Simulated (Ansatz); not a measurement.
Relaxation of a periodic cell of 17 atoms, Si16H (host Si, host structure diamond, interstitial H), cell charge +1, to a largest force component of 0.08 eV/Å in at most 25 steps.

These are results of DFT PBEsol, scalar-relativistic, plane waves, PAW in Ansatz, not measurements. Settings: accuracy low, cutoff 420 eV, k mesh 2x2x2, fermi-dirac smearing 0.02 eV, no spin polarisation.

```xyz
17
Lattice="0.0000 5.4300 5.4300 5.4300 0.0000 5.4300 5.4300 5.4300 0.0000" Properties=species:S:1:pos:R:3
Si 0.000 0.000 0.000
Si 1.357 1.357 1.357
Si 2.715 2.715 0.000
Si 4.072 4.072 1.357
Si 2.715 0.000 2.715
Si 4.072 1.357 4.072
Si 5.430 2.715 2.715
Si 6.787 4.072 4.072
Si 0.000 2.715 2.715
Si 1.357 4.072 4.072
Si 2.715 5.430 2.715
Si 4.072 6.787 4.072
Si 2.715 2.715 5.430
Si 4.072 4.072 6.787
Si 5.430 5.430 5.430
Si 6.787 6.787 6.787
H 2.702 2.710 2.722
```

Where does it end, and by what steps?

It converged. The threshold is loose, so the end isn't yet a minimum. Limits of this set-up: coarse k mesh, low accuracy level, charged cell in a uniform background, uncorrected. After 14 steps the energy has fallen by 0.996 eV; H17 moved furthest, 1.63 Å. Joined: Si9–H17, Si10–H17.

```csv
step,energy less start (eV),largest force component (eV/Å),accepted
0,0.0000,0.262,yes
1,-0.0357,0.164,yes
2,-0.0985,0.416,yes
3,-0.1968,0.473,yes
4,-0.3300,0.488,yes
5,-0.4804,0.595,yes
6,-0.6009,0.312,yes
7,-0.6513,0.250,yes
8,-0.6700,0.303,yes
9,-0.6955,0.431,yes
10,-0.7712,0.567,yes
11,-0.8872,0.415,yes
12,-0.9518,0.438,yes
13,-0.9901,0.118,yes
14,-0.9961,0.078,yes
```

```xyz
17
Lattice="0.0000 5.4300 5.4300 5.4300 0.0000 5.4300 5.4300 5.4300 0.0000" Properties=species:S:1:pos:R:3
Si -0.038 -0.087 -0.102
Si 1.422 1.227 1.196
Si 2.756 2.692 -0.058
Si 4.119 3.994 1.326
Si 2.772 0.018 2.695
Si 4.133 1.392 4.018
Si 5.521 2.708 2.679
Si 6.868 4.063 4.018
Si -0.054 2.493 2.500
Si 1.643 4.203 4.206
Si 2.814 5.440 2.626
Si 4.128 6.745 4.069
Si 2.938 2.754 5.515
Si 4.260 4.199 6.817
Si 5.592 5.467 5.375
Si 6.897 6.836 6.746
H 1.231 2.867 3.397
```

The run took 74 s on 1 thread of Arm Neoverse V1, with other jobs on the host, peak memory 0.54 GiB.
